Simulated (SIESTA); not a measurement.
# Zr under changes of volume

One of the cells (23.746 Å³/atom); the others are scaled copies at fixed shape and fractional positions:

```xyz
2
Lattice="3.2534 0.0000 0.0000 -1.6267 2.8175 0.0000 0.0000 0.0000 5.1811" Properties=species:S:1:pos:R:3 pbc="T T T"
Zr    1.6267    0.9392    3.8858
Zr    0.0000    1.8784    1.2953
```

| Property | Result |
| --- | --- |
| Program | SIESTA 5.4.2 |
| Functional | PBE |
| Potentials or basis | PseudoDojo 0.4 standard (PBE files) |
| Basis | DZP (energy shift 0.002 Ry) |
| Grid cutoff | 800 Ry |
| Energy shift | 0.002 Ry |
| k mesh | 9 × 9 × 5 |
| Occupations | fermi-dirac, width 0.05 eV |
| Spin | no spin polarisation |

| volume (Å³/atom) | energy over the lowest point (meV/atom) | pressure (GPa) |
| --- | --- | --- |
| 21.884 | 35.07 | 7.6 |
| 22.350 | 16.70 | 5.1 |
| 22.815 | 5.13 | 2.9 |
| 23.746 | 0.00 | -1.1 |
| 24.212 | 5.47 | -2.8 |
| 24.678 | ? | ? |

Question: What does the run at 24.678 Å³/atom give?

Answer: Energy over the lowest point 15.71 meV/atom; pressure -4.3 GPa.

Worked out: A Birch-Murnaghan fit of order 3 (a polynomial in V^(-2/3)) to the other rows has its minimum at 23.49 Å³/atom with B0 = V·E''(V) = 95 GPa and B' = 3.4 at fixed shape and positions, which overstates the stiffness. It gives 15.70 meV/atom at 24.678 Å³/atom, against the run's 15.71, and -dE/dV = -4.3 GPa, against -4.3.

Energies are extrapolated to zero smearing.

Caveats: semicore shells carry a single zeta, which can move pressures by several GPa and volumes by a few percent; the basis of atomic orbitals isn't converged, which shifts pressures, moduli and gaps.
